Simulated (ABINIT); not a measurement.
# FeO (Wuestite) (P1) in ABINIT: single point with PBEsol

Aim: the single point of FeO (Wuestite) with PBEsol.

All numbers are computed with ABINIT 10.8.3 (patched build); they aren't measurements. Logs are shortened: lines on timing, memory, paths and dates and some standing lists are left out, and cuts for length are marked. The log counts tension as positive stress, the text compression.

### 1 The cell of the first run

The typed cell holds 2 atoms: a = 3.070 Å, b = 3.070 Å, c = 3.070 Å, α = 59.31°, β = 59.31°, γ = 59.31°.

### 2 Single point, PBEsol, collinear spin, ferromagnetic start (atoms moved at random, drawn with an rms of 0.05 Å)

run.abi reads:

```
# Pseudopotentials
pp_dirpath "./"
pseudos "Fe.GGA_PBE-JTH.xml, O.GGA_PBE-JTH.xml"

# Structure
acell 5.8011900809 5.8011900809 5.8011900809
rprim
     0.4947528865     0.2856457122     0.8207472866
    -0.4947528865     0.2856457122     0.8207472866
     0.0000000000    -0.5712914244     0.8207472866
ntypat 2
znucl 26 8
natom 2
typat 1 2
xred
     0.0034910000     0.0005930000     0.0019330000
     0.4817370000     0.5186330000     0.4814880000
chkprim 0
chksymtnons 0
tolsym 1.0e-6

# Plane-wave basis
ecut 707.496042 eV
pawecutdg 48.0
pawxcdev 0

# k points
kptopt 1
ngkpt 11 11 11
nshiftk 1
shiftk 0.0 0.0 0.0

# Exchange and correlation
ixc -116133

# Bands and occupations
nband 16
occopt 3
tsmear 0.00183747

# Spin
nsppol 2
spinat
     0.0000000000     0.0000000000     3.0000000000
     0.0000000000     0.0000000000     0.0000000000

# SCF cycle
nstep 100
tolvrs 1.0e-9

# Output
iomode 3
prtwf 0
prtden 0
prteig 0
prtebands 0
enunit 1
```

Potentials or basis: JTH PAW PBE v2.0.

Launch:

```bash
mpirun --bind-to none -np 4 abinit run.abi > log 2>&1
```

run.abo:

```text
.Version 10.8.3 of ABINIT
 Symmetries : space group P1 (#  1); Bravais aP (primitive triclinic)
================================================================================
 Values of the parameters that define the memory need of the present run
     intxc =       0    ionmov =       0      iscf =      17    lmnmax =      18
     lnmax =       6     mgfft =      30  mpssoang =       3    mqgrid =    3001
     natom =       2  nloc_mem =       2    nspden =       2   nspinor =       1
    nsppol =       2      nsym =       1    n1xccc =       1    ntypat =       2
    occopt =       3   xclevel =       2
       mpw =         887          nfft =       27000          nkpt =         666
Pmy_natom=         1
 PAW method is used; the additional fine FFT grid is defined by:
   mgfftf=        40    nfftf =     64000
================================================================================
================================================================================

--------------------------------------------------------------------------------
------------- Echo of variables that govern the present computation ------------
--------------------------------------------------------------------------------
 -outvars: echo values of preprocessed input variables --------
            acell      5.8011900809E+00  5.8011900809E+00  5.8011900809E+00 Bohr
              amu      5.58470000E+01  1.59994000E+01
          chkprim           0
      chksymtnons           0
             ecut      2.60000000E+01 Hartree
           enunit           1
                       outvar_i_n : Printing only first  50 k-points.
              ixc     -116133
                       outvar_i_n : Printing only first  50 k-points.
         kptrlatt       11    0    0      0   11    0      0    0   11
          kptrlen      6.31434218E+01
            natom           2
            nband          16
            ngfft          30      30      30
          ngfftdg          40      40      40
             nkpt         666
           nspden           2
           nsppol           2
            nstep         100
             nsym           1
           ntypat           2
                       prtocc : prtvol=0, do not print more k-points.
                       1.000000  1.000000  1.000000  1.000000  1.000000  1.000000
                       1.000000  1.000000  1.000000  1.000000  1.000000  0.000000
                       0.000000  0.000000  0.000000  0.000000
                       1.000000  1.000000  1.000000  1.000000  1.000000  1.000000
                       1.000000  1.000000  1.000000  1.000000  1.000000  0.000000
                       0.000000  0.000000  0.000000  0.000000
                       1.000000  1.000000  1.000000  1.000000  1.000000  1.000000
                       1.000000  1.000000  1.000000  1.000000  1.000000  0.000000
                       0.000000  0.000000  0.000000  0.000000
                       1.000000  1.000000  1.000000  1.000000  1.000000  1.000000
                       1.000000  1.000000  1.000000  1.000000  1.000000  0.000000
                       0.000000  0.000000  0.000000  0.000000
                       1.000000  1.000000  1.000000  1.000000  1.000000  1.000000
                       1.000000  1.000000  1.000000  1.000000  1.000000  0.000000
                       0.000000  0.000000  0.000000  0.000000
                       1.000000  1.000000  1.000000  1.000000  1.000000  1.000000
                       1.000000  1.000000  1.000000  1.000000  1.000000  0.000000
[... 118 lines left out ...]
                       1.000000  1.000000  1.000000  1.000000  1.000000  1.000000
                       1.000000  1.000000  1.000000  1.000000  1.000000  0.000000
                       0.000000  0.000000  0.000000  0.000000
                       1.000000  1.000000  1.000000  1.000000  1.000000  1.000000
                       1.000000  1.000000  1.000000  1.000000  1.000000  0.000000
                       0.000000  0.000000  0.000000  0.000000
                       1.000000  1.000000  1.000000  1.000000  1.000000  1.000000
                       1.000000  1.000000  1.000000  1.000000  1.000000  0.000000
                       0.000000  0.000000  0.000000  0.000000
                       1.000000  1.000000  1.000000  1.000000  1.000000  1.000000
                       1.000000  1.000000  1.000000  1.000000  1.000000  0.000000
                       0.000000  0.000000  0.000000  0.000000
                       1.000000  1.000000  1.000000  1.000000  1.000000  1.000000
                       1.000000  1.000000  1.000000  1.000000  1.000000  0.000000
                       0.000000  0.000000  0.000000  0.000000
                       prtocc : prtvol=0, do not print more k-points.
           occopt           3
        pawecutdg      4.80000000E+01 Hartree
         pawxcdev           0
           prtden           0
        prtebands           0
           prteig           0
            prtwf           0
            rprim      4.9475288650E-01  2.8564571220E-01  8.2074728660E-01
                      -4.9475288650E-01  2.8564571220E-01  8.2074728660E-01
[... 136 lines left out ...]
fermie    :   3.00604498E-01
cartesian_stress_tensor: # hartree/bohr^3
- [  2.88501668E-04,   2.23919958E-05,  -2.97959911E-05, ]
- [  2.23919958E-05,   3.13378454E-04,   1.72996478E-05, ]
- [ -2.97959911E-05,   1.72996478E-05,   3.36593484E-04, ]
pressure_GPa:  -9.2036E+00
xred      :
- [  3.4910E-03,   5.9300E-04,   1.9330E-03, Fe]
- [  4.8174E-01,   5.1863E-01,   4.8149E-01,  O]
cartesian_forces: # hartree/bohr
- [ -2.79534685E-03,   1.52002418E-03,  -2.95151344E-03, ]
- [  2.79534685E-03,  -1.52002418E-03,   2.95151344E-03, ]
force_length_stats: {min:   4.34003100E-03, max:   4.34003100E-03, mean:   4.34003100E-03, }
...

 Integrated electronic and magnetization densities in atomic spheres:
 ------------------------------------------------------------------------------------------------------------
 Radius=ratsph(iatom), smearing ratsm=  0.0000. Diff(up-dn)=approximate z local magnetic moment.
    Atom    Radius    up_density   dn_density  Total(up+dn)  Diff(up-dn)
    1 Fe   2.11532     8.861598     5.280962     14.142560     3.580636
    2  O   1.41465     2.397820     2.109716      4.507536     0.288104
 ------------------------------------------------------------------------------------------------------------
  Sum:                11.259418     7.390679     18.650096     3.868739
 Total magnetization (from the atomic spheres):                3.868739
 Total magnetization (exact up - dn):                          4.001365

================================================================================

 ----iterations are completed or convergence reached----

 Mean square residual over all n,k,spin=   32.263E-09; max=  99.946E-06
 reduced coordinates (array xred) for    2 atoms
       0.003491000000      0.000593000000      0.001933000000
       0.481737000000      0.518633000000      0.481488000000
 rms dE/dt=  1.5909E-02; max dE/dt=  1.9711E-02; dE/dt below (all hartree)
    1       0.019711124220      0.003554590070      0.019243117446
    2      -0.019403564433     -0.003467777609     -0.018938267004

 cartesian coordinates (angstrom) at end:
    1      0.00440154297181     0.00019116238105     0.01516029651188
    2     -0.05603841597239     0.03279048659104     3.73365575344802

 cartesian forces (hartree/bohr) at end:
    1     -0.00279534685083     0.00152002418144    -0.00295151344044
    2      0.00279534685083    -0.00152002418144     0.00295151344044
 frms,max,avg= 2.5057181E-03 2.9515134E-03  -1.923E-05  1.083E-05 -2.448E-05 h/b

 cartesian forces (eV/Angstrom) at end:
    1     -0.14374251448069     0.07816278607680    -0.15177292339459
    2      0.14374251448069    -0.07816278607680     0.15177292339459
 frms,max,avg= 1.2884920E-01 1.5177292E-01  -9.887E-04  5.568E-04 -1.259E-03 e/A
 length scales=  5.801190080900  5.801190080900  5.801190080900 bohr
              =  3.069857584846  3.069857584846  3.069857584846 angstroms
 Fermi (or HOMO) energy (eV) =   8.17987   Average Vxc (eV)= -12.13643
 Eigenvalues (   eV  ) for nkpt= 666  k points, SPIN UP:
 kpt#   1, nband= 16, wtk=  0.00075, kpt=  0.0000  0.0000  0.0000 (reduced coord)
 -81.42593  -47.59061  -47.57733  -47.57714  -12.55022    3.79276    3.89390    3.94591
   4.31947    4.52753    4.65131    4.70649    5.02414    8.05174   23.17260   24.62808
 prteigrs : prtvol=0 or 1, do not print more k-points.

 Eigenvalues (   eV  ) for nkpt= 666  k points, SPIN DOWN:
 kpt#   1, nband= 16, wtk=  0.00075, kpt=  0.0000  0.0000  0.0000 (reduced coord)
 -77.31354  -43.55980  -43.55928  -43.55897  -11.99838    4.71010    4.80562    4.84027
   7.43491    7.51493    7.55593    8.32048    8.44130    8.87108   23.22569   25.64232
 prteigrs : prtvol=0 or 1, do not print more k-points.

--- !EnergyTerms
iteration_state     : {dtset: 1, }
comment             : Components of total free energy in Hartree
kinetic             :  1.95992510538615E+01
hartree             :  3.03221806828140E+01
xc                  : -6.21426162589382E+00
Ewald energy        : -9.48001684982140E+01
psp_core            :  5.77591823723748E+00
local_psp           : -8.51005465673614E+01
PAW spherical_terms : -1.00200157228113E+01
internal            : -1.40437642440368E+02
'-kT*entropy'       : -4.23635825857521E-04
total_energy        : -1.40438066076193E+02
total_energy_eV     : -3.82151445963790E+03
...

--- !EnergyTermsDC
iteration_state     : {dtset: 1, }
comment             : '"Double-counting" decomposition of free energy'
band_energy         : -1.49583159733000E+01
Ewald energy        : -9.48001684982140E+01
psp_core            :  5.77591823723748E+00
xc_dc               : -2.84137598488118E+01
PAW spherical_terms : -8.04131201997958E+00
internal            : -1.40437638103068E+02
'-kT*entropy'       : -4.23635825857521E-04
total_energy_dc     : -1.40438061738894E+02
total_energy_dc_eV  : -3.82151434161396E+03
...

--- !EnergyTermsWithPAWCore
iteration_state     : {dtset: 1, }
comment             : 'Components of total free energy, including PAW core contributions'
Total energy        : -1.34662323618994E+03
Total energy DC     : -1.34662323185264E+03
Total energy (eV)   : -3.66434850077772E+04
Total energy DC (eV): -3.66434848897533E+04
...

 Cartesian components of stress tensor (hartree/bohr^3)
  sigma(1 1)=  2.88501668E-04  sigma(3 2)=  1.72996478E-05
  sigma(2 2)=  3.13378454E-04  sigma(3 1)= -2.97959911E-05
  sigma(3 3)=  3.36593484E-04  sigma(2 1)=  2.23919958E-05

-Cartesian components of stress tensor (GPa)         [Pressure= -9.2036E+00 GPa]
- sigma(1 1)=  8.48801211E+00  sigma(3 2)=  5.08973210E-01
- sigma(2 2)=  9.21991244E+00  sigma(3 1)= -8.76628324E-01
- sigma(3 3)=  9.90292219E+00  sigma(2 1)=  6.58795262E-01

== END DATASET(S) ==============================================================
================================================================================

 -outvars: echo values of variables after computation  --------
            acell      5.8011900809E+00  5.8011900809E+00  5.8011900809E+00 Bohr
           etotal     -1.4043806174E+02
            fcart     -2.7953468508E-03  1.5200241814E-03 -2.9515134404E-03
                       2.7953468508E-03 -1.5200241814E-03  2.9515134404E-03
            rprim      4.9475288650E-01  2.8564571220E-01  8.2074728660E-01
                      -4.9475288650E-01  2.8564571220E-01  8.2074728660E-01
                       0.0000000000E+00 -5.7129142440E-01  8.2074728660E-01
           strten      2.8850166751E-04  3.1337845420E-04  3.3659348380E-04
                       1.7299647770E-05 -2.9795991120E-05  2.2391995841E-05
           xangst      4.4015429718E-03  1.9116238105E-04  1.5160296512E-02
                      -5.6038415972E-02  3.2790486591E-02  3.7336557534E+00
             xred      3.4910000000E-03  5.9300000000E-04  1.9330000000E-03
                       4.8173700000E-01  5.1863300000E-01  4.8148800000E-01
 Calculation completed.
```

Wall time 5.7 min (4 MPI ranks of AMD EPYC 7R43 (Zen 3), shared host); peak memory 1 GiB.

What came out:

```yaml
Free_energy: -3821.5143 eV
Pressure: -9.2 GPa
Largest_force: 0.223 eV/Å
Band_gap_on_the_k_mesh: none (metal or under the smearing width)
Net_moment: 4.00 μB per cell
Site_moments: Fe +3.58; O +0.29 μB
Valence_electrons_inside_the_program's_atomic_spheres: Fe 14.14; O 4.51
```

Forces on the atoms (eV/Å):
```
Fe  -0.144  0.078 -0.152
O    0.144 -0.078  0.152
```

Stress tensor (GPa, compression positive):
```
-8.49 -0.66  0.88
-0.66 -9.22 -0.51
 0.88 -0.51 -9.90
```

Levels at points of the mesh, in eV from the Fermi level:
Spin up:
```tsv
k point	band 10	band 11	band 12	band 13	band 14	band 15	band 16
(0.00, 0.00, 0.00)	-3.65	-3.53	-3.47	-3.16	-0.13	14.99	16.45
```
Spin down:
```
           k point  band 5  band 6  band 7  band 8  band 9  band 10  band 11  band 12  band 13  band 14
(0.00, 0.00, 0.00)  -20.18   -3.47   -3.37   -3.34   -0.74    -0.66    -0.62     0.14     0.26     0.69
```

Caveat: the PAW data sets were made with another functional, which shifts forces and pressure a little; a cell with one magnetic atom can't hold antiferromagnetic order, which such compounds often take; semilocal functionals often make such compounds metallic where correlation or magnetic order opens a gap, which also shifts bond lengths.
